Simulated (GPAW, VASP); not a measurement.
Given: the input of a run of VASP 6.6.1 on BAs. 

The input INCAR:

```
ALGO = Fast
EDIFF = 1E-6
ENCUT = 520
GGA = PE
ISIF = 2
ISMEAR = 0
LASPH = T
LCHARG = T
LELF = T
LREAL = F
LVHAR = T
LWAVE = F
NELM = 100
PREC = Accurate
SIGMA = 0.013000000000000001
```

The input KPOINTS:

```
k-points
0
Gamma
  10 10 10
```

The input POSCAR:

```
BAs
1.0
    0.0000000000      2.3885000000      2.3885000000
    2.3885000000      0.0000000000      2.3885000000
    2.3885000000      2.3885000000      0.0000000000
As B
1 1
Direct
    0.7500000000      0.7500000000      0.7500000000
    0.0000000000      0.0000000000      0.0000000000
```

Potentials or basis: VASP PAW PBE potentials, release 64 (As, B).

The run is started by

```bash
$ cat potpaw_PBE.64/As/POTCAR potpaw_PBE.64/B/POTCAR > POTCAR
$ mpirun -np 1 vasp_std > vasp.out
```

Q: Translate it to GPAW 26.7.0 (ASE script). Potentials or basis there: GPAW PAW data sets (gpaw-data 1.2.1), cutoff 800 eV.

A: As run (cutoffs and basis follow the program's own potentials, and thresholds, step limits or extra output files can differ):

The input run.py:

```python
from ase.dft.bandgap import bandgap
from ase.io import read, write
from ase.units import GPa
from gpaw import GPAW, PW

atoms = read('BAs.xyz')

calc = GPAW(mode=PW(800),
            xc='PBE',
            kpts={'size': (10, 10, 10), 'gamma': True},
            occupations={'name': 'methfessel-paxton', 'order': 0, 'width': 0.013000000000000001},
            nbands=11,
            convergence={'density': 1e-05, 'energy': 1e-05},
            maxiter=150,
            txt='gpaw.txt')
atoms.calc = calc
energy = atoms.get_potential_energy()
forces = atoms.get_forces()
stress = atoms.get_stress()
calc.write('gs.gpw')
write('result.traj', atoms)
print(f'Energy: {energy:.6f} eV')
print('Forces (eV/A):')
print(forces.round(4))
print('Stress (GPa):', (stress / GPa).round(3))
print('Fermi level:', round(calc.get_fermi_level(), 4), 'eV')
print(f'Gap: {bandgap(calc)[0]:.4f} eV, direct: {bandgap(calc, direct=True)[0]:.4f} eV')
```

File BAs.xyz:

```xyz
2
Lattice="0.0000000000 2.3885000000 2.3885000000 2.3885000000 0.0000000000 2.3885000000 2.3885000000 2.3885000000 0.0000000000" Properties=species:S:1:pos:R:3 pbc="T T T"
As     3.5827500000      3.5827500000      3.5827500000
B      0.0000000000      0.0000000000      0.0000000000
```

Potentials or basis: GPAW PAW data sets (gpaw-data 1.2.1), pw.

The run is started by

```console
$ OMP_NUM_THREADS=1 python run.py
```

Both were run:

|  | VASP | GPAW |
| --- | --- | --- |
| Pressure | 3.4 GPa | 3.3 GPa |

Pressure is positive in compression.
